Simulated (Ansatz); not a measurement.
Input of an Ansatz 0.2.0 run:

Contents of input.yaml:

```yaml
crystal:
  lattice:
    - [0.0, 2.3885, 2.3885]
    - [2.3885, 0.0, 2.3885]
    - [2.3885, 2.3885, 0.0]
  atoms:
    - { symbol: As, position: [0.75, 0.75, 0.75] }
    - { symbol: B, position: [0.0, 0.0, 0.0] }
kpoints:
  mp_grid: { grid: [10, 10, 10] }
scf:
  occupations: { method: gaussian, width: 0.014 }
hamiltonian:
  xc: pbe
  pseudopotentials: { kind: all_electron, lapw: { basis_error: 0.001 } }
output:
  forces: true
  stress: true
  eigenvalues: true
```

Potentials or basis: all-electron LAPW, scalar-relativistic.

The run is started by

```console
$ ansatz run input.yaml --threads 1 --pin off --max-ram 3072MiB --backend cpu --events-out ev --progress --plain --runs-dir out
```

Problem. Predict the band gap on the k mesh.

Solution. 1.19 eV, indirect (least direct gap 3.28 eV).

Problem. Predict the pressure.

Solution. 2.7 GPa.

A k mesh can miss the band edges. PBE gaps usually lie below the measured ones, often by a third to a half.
